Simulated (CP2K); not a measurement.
Crystal: SrO.

```
Sr O
1.0
     3.62930    0.00000    0.00000
     1.81465    3.14306    0.00000
     1.81465    1.04769    2.96331
Sr O
1 1
Cartesian
  3.6293 2.0954 1.4817
  0.0000 0.0000 0.0000
```

Base run:

```yaml
Program: CP2K 2026.2
Functional: LDA
Potentials_or_basis: POTENTIAL_UZH Sr GTH-PBE-q10, O GTH-PBE-q6; TZVP-MOLOPT-PBE-GTH basis
Density_cutoff: 12245 eV
k_mesh: 9 × 9 × 9
Occupations: fermi-dirac, width 0.05 eV
Spin: no spin polarisation
```

Its results: band gap on the k mesh 3.39 eV, indirect (least direct gap 3.47 eV); pressure -1.5 GPa.

Problem. The run is repeated on the same cell with these changes: functional from LDA to OLYP. What comes out?

Solution. Band gap on the k mesh 3.78 eV, indirect (least direct gap 3.87 eV); pressure 6.9 GPa.

OLYP binds less tightly than LDA, so the same cell stands under more pressure.

Caveats: the potentials were made for another functional, which shifts forces and pressure; an odd mesh through Γ misses points on the zone boundary, where band edges often lie; the basis of atomic orbitals isn't converged, which shifts pressures, moduli and gaps.
